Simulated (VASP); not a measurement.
The system is LiF (Griceite).

```
CELL_PARAMETERS angstrom
0.00000 2.01400 2.01400
2.01400 0.00000 2.01400
2.01400 2.01400 0.00000
ATOMIC_POSITIONS crystal
F 0.50000 0.50000 0.50000
Li 0.00000 0.00000 0.00000
```

Base run:

| Property | Result |
| --- | --- |
| Program | VASP 6.6.1 |
| Functional | HSE06 |
| Potentials or basis | VASP PAW PBE potentials, release 64 (F, Li_sv) |
| Cutoff | 520 eV |
| k mesh | 8 × 8 × 8 |
| Occupations | gaussian, width 0.02 eV |
| Spin | no spin polarisation |

Its results: band gap on the k mesh 11.41 eV, direct.

Task: The run is repeated on the same cell with these changes: functional from HSE06 to HSE03. What comes out?

Result: Band gap on the k mesh 11.10 eV, direct.

Not every run made on this cell is shown here.
